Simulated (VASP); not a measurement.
Write the native input for VASP 6.6.1 that does the following.

- Task: single point
- Functional: PBEsol
- Potentials or basis: VASP PAW PBE potentials, release 64 (Cd, S)
- Cutoff: 520 eV
- k mesh: 7 × 5 × 1
- Occupations: gaussian, width 0.03 eV
- Spin: no spin polarisation
- Dipole correction: yes
- Further INCAR settings: ALGO = Normal; EDIFF = 1e-06; NBANDS = 76

The structure of CdS lies in POSCAR:

```
CdS
1.0
    4.1261589900      0.0000000000      0.0000000000
    0.0000000000      5.8352700000      0.0000000000
    0.0000000000      0.0000000000     27.3784769600
Cd S
7 7
Direct
    0.5000000000      0.5000000000      0.2739378100
    0.0000000000      0.0000000000      0.3492918700
    0.5000000000      0.5000000000      0.4246459400
    0.0000000000      0.0000000000      0.5000000000
    0.5000000000      0.5000000000      0.5753540600
    0.0000000000      0.0000000000      0.6507081300
    0.5000000000      0.5000000000      0.7260621900
    0.0000000000      0.7500000000      0.2739378100
    0.5000000000      0.2500000000      0.3492918700
    0.0000000000      0.7500000000      0.4246459400
    0.5000000000      0.2500000000      0.5000000000
    0.0000000000      0.7500000000      0.5753540600
    0.5000000000      0.2500000000      0.6507081300
    0.0000000000      0.7500000000      0.7260621900
```

One way to write it, as run:

INCAR

```
SYSTEM = CdS
  PREC = Accurate
  ENCUT = 520
  EDIFF = 1E-6
  ISMEAR = 0
  SIGMA = 0.03
  LREAL = .False.
  LASPH = .True.
  NELM = 80
  ALGO = Normal
  ISIF = 2
  LWAVE = .False.
  LCHARG = .False.
  LDIPOL = .True.
  IDIPOL = 3
  DIPOL = 0.5 0.5 0.500
  GGA = PS
  NBANDS = 76
  LVHAR = .True.
  LVACPOTAV = .True.
  ICORELEVEL = 1
  KPAR = 4
```

KPOINTS

```
Automatic mesh
0
Gamma
  7 5 1
  0 0 0
```

Potentials or basis: VASP PAW PBE potentials, release 64 (Cd, S).

The run is started by

```sh
$ cat potpaw_PBE.64/Cd/POTCAR potpaw_PBE.64/S/POTCAR > POTCAR
$ mpirun -np 4 vasp_std > vasp.out
```

Results of the run:

```json
{
 "Largest force": "1.307 eV/Å",
 "Band gap on the k mesh": "1.03 eV, direct",
 "Ionisation potential of the upper face": "5.29 eV"
}
```

Caveat: the PAW data sets were made with another functional, which shifts forces and pressure a little.

It took 5.7 min on 4 MPI ranks on Intel(R) Xeon(R) Platinum 8259CL CPU @ 2.50GHz (Skylake/Cascade Lake), with other jobs on the host, peak memory 0.9 GiB a rank.
